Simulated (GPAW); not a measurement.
# C (C2/m) in GPAW: a series of runs

Runs on C. Level: PBE. Tasks: G0W0 quasiparticle levels.

Program: GPAW 26.7.0. These are calculated values, not measurements. Logs are shortened: lines on timing, memory, paths and dates and some standing lists are left out, and cuts for length are marked. The log counts tension as positive stress, the text compression.

### 1 The crystal as given

Symmetry: C2/m, No. 12, monoclinic system. Conventional cell: a = 4.168 Å, b = 2.406 Å, c = 3.688 Å, α = 90.00°, β = 111.49°, γ = 90.00°. C (site symmetry m) is surrounded by 3 C at 1.39 Å.

This is a stacking variant of graphite.

### 2 G0W0 quasiparticle levels, PBE

Input file run.py:

```python
import json
import numpy as np
from ase.dft.bandgap import bandgap
from ase.io import read, write
from gpaw import GPAW, PW
from gpaw.response.g0w0 import G0W0

atoms = read('POSCAR')

calc = GPAW(mode=PW(550),
            xc='PBE',
            kpts={'size': (4, 4, 3), 'gamma': True},
            occupations={'name': 'fermi-dirac', 'width': 0.001},
            nbands=11,
            convergence={'density': 1e-06},
            symmetry={'point_group': False},
            maxiter=150,
            txt='gpaw.txt')
atoms.calc = calc
energy = atoms.get_potential_energy()
calc.write('gs.gpw')
write('result.traj', atoms)
print(f'Energy: {energy:.6f} eV')
print('Fermi level:', round(calc.get_fermi_level(), 4), 'eV')
print(f'Gap: {bandgap(calc)[0]:.4f} eV, direct: {bandgap(calc, direct=True)[0]:.4f} eV')

calc.diagonalize_full_hamiltonian(nbands=45)
calc.write('full.gpw', mode='all')

ibz = calc.get_ibz_k_points()
gap, vbm, cbm = bandgap(calc, output=None)
gap, direct, _ = bandgap(calc, direct=True, output=None)
gamma = int(np.abs(ibz).sum(1).argmin())
kpts = sorted({gamma, vbm[1], cbm[1], direct[1]})
gw = G0W0(calc='full.gpw',
          filename='gw',
          ecut=104.2,
          ecut_extrapolation=True,
          relbands=(-2, 2),
          kpts=kpts,
          integrate_gamma='WS',
          ppa=True)
gw.calculate()
results = {mode: {key: np.asarray(r[key]).tolist() for key in ['f', 'eps', 'vxc', 'exx', 'sigma', 'Z', 'qp', 'sigma_eskn']}
           for mode, r in gw.all_results.items()}
json.dump({'kpts': ibz[kpts].tolist(), 'results': results}, open('gw.json', 'w'))
for mode, r in results.items():
    f, qp = np.array(r['f']), np.array(r['qp'])
    print(mode, 'quasiparticle energies (eV):')
    print(qp.round(3))
    print(mode, 'gap:', round(qp[f < 0.5].min() - qp[f > 0.5].max(), 4), 'eV')
```

Input file POSCAR:

```
C
1.0
    2.0838934217     -1.2032084158      0.0000000000
    2.0838934217      1.2032084158      0.0000000000
   -1.3509174534      0.0000000000      3.4313236862
C
2
Direct
    0.1666444700      0.1666444700      0.9999069600
    0.8333555300      0.8333555300      0.0000930400
```

Potentials or basis: GPAW PAW data sets (gpaw-data 1.2.1), pw.

The run is started by

```sh
OMP_NUM_THREADS=1 python run.py
```

gpaw.txt:

```text
__  _  _
 | _ |_)|_||  |
 |__||  | ||/\| - 26.7.0

Input parameters:
  mode=PW(ecut=550.0),
  convergence={'density': 1e-06},
  kpts=MonkhorstPack(size=(4, 4, 3), gamma=True),
  maxiter=150,
  nbands=11,
  occupations=Occupations(name='fermi-dirac', width=0.001),
  symmetry=Symmetry(point_group=False),
  xc=XC(name='PBE')

Diagonalizing LCAO Hamiltonian
Converting LCAO to pw mode

       C

                 C

Atoms  # Å, Bohr magnetons
|   | symbol |         x |        y |        z |    initial magnetic moments |
|---|--------|-----------|----------|----------|-----------------------------|
| 0 |      C | -0.656253 | 0.000000 | 3.431004 | ( 0.0000,  0.0000,  0.0000) |
| 1 |      C |  3.473123 | 0.000000 | 0.000319 | ( 0.0000,  0.0000,  0.0000) |

Unit cell  # Å
| periodic |         x |         y |        z |  lengths |     angles |
|----------|-----------|-----------|----------|----------|------------|
|      yes |  2.083893 | -1.203208 | 0.000000 | 2.406309 | 108.496630 |
|      yes |  2.083893 |  1.203208 | 0.000000 | 2.406309 | 108.496630 |
|      yes | -1.350917 |  0.000000 | 3.431324 | 3.687677 |  60.002969 |

Number of symmetries: 1
Symmetry operations  # r_c * U_cc + t_c -> r_c
|   | kind |            matrix            |
|---|------|------------------------------|
| 0 |  E   |  1, 0, 0,  0, 1, 0,  0, 0, 1 |

BZ-sampling:
  Number of BZ points: 48
  Number of IBZ points: 26

  Monkhorst-Pack size: [4, 4, 3]
  Monkhorst-Pack shift: [0.125, 0.125, 0.0]

K-points  # in reciprocal-cell coordinates
|     |                                coordinates |     weight |
|-----|--------------------------------------------|------------|
|   0 | (  0.00000000,   0.00000000,   0.00000000) | 0.02083333 |
|   1 | (  0.00000000,   0.00000000,   0.33333333) | 0.04166667 |
|   2 | (  0.00000000,   0.25000000,  -0.33333333) | 0.04166667 |
|   3 | (  0.00000000,   0.25000000,   0.00000000) | 0.04166667 |
|   4 | (  0.00000000,   0.25000000,   0.33333333) | 0.04166667 |
|   5 | (  0.00000000,   0.50000000,   0.00000000) | 0.02083333 |
|   6 | (  0.00000000,   0.50000000,   0.33333333) | 0.04166667 |
|   7 | (  0.25000000,  -0.25000000,  -0.33333333) | 0.04166667 |
|   8 | (  0.25000000,  -0.25000000,   0.00000000) | 0.04166667 |
|   9 | (  0.25000000,  -0.25000000,   0.33333333) | 0.04166667 |
| ... |                                            |            |
|  25 | (  0.50000000,   0.50000000,   0.33333333) | 0.04166667 |

Plane wave coefficients: 516
Cutoff: 550.0 eV

Spin-components: 1 (collinear spins)
Bands:           11
Projectors:      10
Spin-degeneracy: 2
Datatype:        complex128

Parallelization:
  kpt:    1
  domain: 1
  band:   1

Density:
  Valence electrons: 8.0
  Components: 1
  Grid points: [14 14 20]
  Charge: 0.0  # |e|

Potential:
  Grid points: [14 14 20]

species:
  C:
    name:    Carbon
    Z:       6.0
    valence: 4
    core:    2
    charge:  0.0  # [|e|]
    compensation charges:
      type: gauss
      rc: 0.20  # [Å]
      lmax: 2
    cutoffs:
      filter: 1.14  # [Å]
      core: 1.14  # [Å]
    projectors
    | kind |    occ | energy [eV] | rcut [Å] |
    |------|--------|-------------|----------|
    |   2s |  2.000 |     -13.751 |    0.635 |
    |   2p |  2.000 |      -5.284 |    0.635 |
    |    s |        |      13.461 |    0.635 |
    |    p |        |      21.927 |    0.635 |
    |    d |        |       0.000 |    0.635 |

    Using partial waves for C as LCAO basis

Reference energy: -2055.256231  # eV

eigensolver:
  PPCG
  Converge bands: occupied
  niter=2

density mixing:
  MSR1-Mixer
  Pratt-step length: 0.05
  Maximum mixing coefficient: 0.75
  Old densities: 10
  SVD Regularization: 0.005
  Good broyden scale: 1.0
  Trust region scale: 1.0
  Backstep threshold: 4.0
  History deletion threshold: 6.0
  Fourier metric: weight=20.0, sigma=0.015

occupation numbers:
  Fermi-Dirac:
    width: 0.0010  # eV

poisson solver:
  ecut: 4400.0  # eV

xc functional:
  name: PBE with 2 nearest neighbor stencil

convergence criteria:
- Maximum integral of absolute [dens]ity change: 1e-06 electrons / valence electron
- Maximum [total energy] change in last 3 cyles: 0.0005 eV / valence electron
- Maximum integral of absolute [eigenst]ate change: 4e-08 eV^2 / valence electron
maximum number of iterations: 150

SCF iterations
|iter     | |      energy | eigst |  dens |
|---------|-|-------------|-------|-------|
|iter:   1| |  -19.599385 | +0.62 |       |
|iter:   2| |  -19.429108 | -1.63 | -0.72 |
|iter:   3| |  -18.359282 | -1.14 | -0.75 |
|iter:   4| |  -18.364434 | -2.64 | -1.59 |
|iter:   5| |  -18.366814 | -4.13 | -2.03 |
|iter:   6| |  -18.366821c| -6.01 | -3.25 |
|iter:   7| |  -18.366823c| -7.13 | -3.65 |
|iter:   8| |  -18.366823c| -8.10c| -4.23 |
|iter:   9| |  -18.366823c| -8.63c| -5.04 |
|iter:  10| |  -18.366823c| -8.94c| -5.42 |
|iter:  11| |  -18.366823c|-10.45c| -6.67c|

Converged in 11 steps
Energy contributions relative to reference atoms: (reference = -2055.256231)

Energy contributions:
  Kinetic:          24.794986
  Coulomb:         -23.625184
  Zero:              0.026729
  External:          0.000000
  Xc:              -19.563354
  Entropy:          -0.000000
  Spinorbit:         0.000000
  ----------------------------
  Free energy:     -18.366823
  Extrapolated:    -18.366823

dipole moment: (0.000001, -0.000000, 0.000002)  # |e|*Ang

Fermi level: 5.003
Eigenvalues  # (at kpt = [0.000, 0.000, 0.000])
| band index |      eig [eV] | occ [0-2] |
|------------|---------------|-----------|
|          0 |       -13.752 |     2.000 |
|          1 |        -0.738 |     2.000 |
|          2 |         3.491 |     2.000 |
|          3 |         3.495 |     2.000 |
|          4 |        10.282 |     0.000 |
|          5 |        15.318 |     0.000 |
|          6 |        15.320 |     0.000 |
|          7 |        18.757 |     0.000 |
|          8 |        20.790 |     0.000 |
|          9 |        30.135 |     0.000 |
|         10 |        31.638 |     0.000 |

Gap: 3.582 eV
Transition (v -> c):
  (s=0, k=19, n=3, [0.50, 0.00, 0.00]) -> (s=0, k=24, n=4, [0.50, 0.50, 0.00])
Direct/indirect transitions are different
Direct gap: 4.177 eV
Transition at: (s=0, k=24, n=3, [0.50, 0.50, 0.00])
# Writing to gs.gpw (mode='')

Matrix size: 516x516
# Writing to full.gpw (mode='all')
```

It took 29 s on 1 thread of AMD EPYC 7R43 (Zen 3), shared host; peak memory 0.21 GiB.

These settings aren't checked as converged: the numbers below hold their error.

Results:

| Item | Value |
| --- | --- |
| Free energy | -18.3668 eV |
| Band gap on the k mesh, mean-field level | 3.58 eV, indirect (least direct gap 4.18 eV) |
| Quasiparticle gap | 4.74 eV |
| Least direct quasiparticle gap | 5.42 eV |

Caveat: the k mesh is coarse (spacing up to 0.77 Å⁻¹), so the values aren't converged; the extrapolation in the response cutoff is poor; the quasiparticle gap is taken among the few k points that were corrected; the k mesh is too small for a converged quasiparticle gap; the long-wavelength limit can be off by a per cent or two; an odd mesh through Γ misses points on the zone boundary, where band edges often lie; this functional lacks dispersion, which binds the layers, so the pressure and a relaxed spacing across them are unreliable.

### 3 G0W0 quasiparticle levels, PBE

This run uses another cell than the first one, of 8.79 Å³/atom, 1.021 times its volume.

Edit run.py of step 2 so:

```diff
@@ -36,3 +36,3 @@
           filename='gw',
-          ecut=104.2,
+          ecut=102.8,
           ecut_extrapolation=True,
```

Input file POSCAR:

```
C
1.0
    2.0985692110     -1.2116819937      0.0000000000
    2.0985692110      1.2116819937      0.0000000000
   -1.3604312700      0.0000000000      3.4554887337
C
2
Direct
    0.1666444700      0.1666444700      0.9999069600
    0.8333555300      0.8333555300      0.0000930400
```

Potentials or basis: GPAW PAW data sets (gpaw-data 1.2.1), pw.

The run is started by

```sh
OMP_NUM_THREADS=1 python run.py
```

gpaw.txt:

```text
__  _  _
 | _ |_)|_||  |
 |__||  | ||/\| - 26.7.0

Input parameters:
  mode=PW(ecut=550.0),
  convergence={'density': 1e-06},
  kpts=MonkhorstPack(size=(4, 4, 3), gamma=True),
  maxiter=150,
  nbands=11,
  occupations=Occupations(name='fermi-dirac', width=0.001),
  symmetry=Symmetry(point_group=False),
  xc=XC(name='PBE')

Diagonalizing LCAO Hamiltonian
Converting LCAO to pw mode

       C

                 C

Atoms  # Å, Bohr magnetons
|   | symbol |         x |         y |        z |    initial magnetic moments |
|---|--------|-----------|-----------|----------|-----------------------------|
| 0 |      C | -0.660875 | -0.000000 | 3.455167 | ( 0.0000,  0.0000,  0.0000) |
| 1 |      C |  3.497582 |  0.000000 | 0.000321 | ( 0.0000,  0.0000,  0.0000) |

Unit cell  # Å
| periodic |         x |         y |        z |  lengths |     angles |
[... 125 lines left out ...]
|iter:   6| |  -18.411250c| -6.01 | -3.24 |
|iter:   7| |  -18.411252c| -7.19 | -3.65 |
|iter:   8| |  -18.411252c| -7.85c| -4.79 |
|iter:   9| |  -18.411252c| -8.62c| -5.16 |
|iter:  10| |  -18.411252c| -9.21c| -5.60 |
|iter:  11| |  -18.411252c|-10.27c| -6.80c|

Converged in 11 steps
Energy contributions relative to reference atoms: (reference = -2055.256231)

Energy contributions:
  Kinetic:          22.592544
  Coulomb:         -21.937898
  Zero:              0.027209
  External:          0.000000
  Xc:              -19.093108
  Entropy:          -0.000000
  Spinorbit:         0.000000
  ----------------------------
  Free energy:     -18.411252
  Extrapolated:    -18.411252

dipole moment: (0.000001, 0.000000, 0.000002)  # |e|*Ang

Fermi level: 4.823
Eigenvalues  # (at kpt = [0.000, 0.000, 0.000])
| band index |      eig [eV] | occ [0-2] |
|------------|---------------|-----------|
|          0 |       -13.796 |     2.000 |
|          1 |        -0.838 |     2.000 |
|          2 |         3.256 |     2.000 |
|          3 |         3.260 |     2.000 |
|          4 |        10.093 |     0.000 |
|          5 |        14.951 |     0.000 |
|          6 |        14.953 |     0.000 |
|          7 |        18.269 |     0.000 |
|          8 |        20.062 |     0.000 |
|          9 |        29.623 |     0.000 |
|         10 |        31.083 |     0.000 |

Gap: 3.553 eV
Transition (v -> c):
  (s=0, k=5, n=3, [0.00, 0.50, 0.00]) -> (s=0, k=24, n=4, [0.50, 0.50, 0.00])
Direct/indirect transitions are different
Direct gap: 4.130 eV
Transition at: (s=0, k=24, n=3, [0.50, 0.50, 0.00])
# Writing to gs.gpw (mode='')

Matrix size: 524x524
# Writing to full.gpw (mode='all')
```

It took 34 s on 1 thread of AMD EPYC 7R43 (Zen 3), shared host; peak memory 0.22 GiB.

These settings aren't checked as converged: the numbers below hold their error.

Results:

| Quantity | Value |
| --- | --- |
| Free energy | -18.4113 eV |
| Band gap on the k mesh, mean-field level | 3.55 eV, indirect (least direct gap 4.13 eV) |
| Quasiparticle gap | 4.71 eV |
| Least direct quasiparticle gap | 5.37 eV |

Caveat: the k mesh is coarse (spacing up to 0.76 Å⁻¹), so the values aren't converged; the extrapolation in the response cutoff is poor; the quasiparticle gap is taken among the few k points that were corrected; the k mesh is too small for a converged quasiparticle gap; the long-wavelength limit can be off by a per cent or two; an odd mesh through Γ misses points on the zone boundary, where band edges often lie; this functional lacks dispersion, which binds the layers, so the pressure and a relaxed spacing across them are unreliable.
